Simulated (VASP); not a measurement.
InP:

```xyz
2
Lattice="0.0000 2.9305 2.9305 2.9305 0.0000 2.9305 2.9305 2.9305 0.0000" Properties=species:S:1:pos:R:3 pbc="T T T"
In    0.0000    0.0000    0.0000
P     4.3957    4.3957    4.3957
```

Base run:

| Item | Value |
| --- | --- |
| Program | VASP 6.6.1 |
| Functional | PBE |
| Potentials or basis | VASP PAW PBE potentials, release 64 (In_d, P_h) |
| Cutoff | 900 eV |
| k mesh | 8 × 8 × 8 |
| Occupations | fermi-dirac, width 0.05 eV |
| Spin | no spin polarisation |

Its results: band gap on the k mesh 0.71 eV, direct.

The run is repeated on the same cell with these changes: potentials or basis from VASP PAW PBE potentials, release 64 (In_d, P_h) to VASP PAW PBE potentials, release 64 (In, P); cutoff from 900 eV to 500 eV; further incar settings from ALGO = Normal; EDIFF = 1e-06; NBANDS = 16 to ALGO = Fast; EDIFF = 1e-06; valence electrons from 18 to 8. What comes out?

Band gap on the k mesh 0.77 eV, direct.

Caveats: spin-orbit coupling is left out, which moves the levels of the heavy elements.
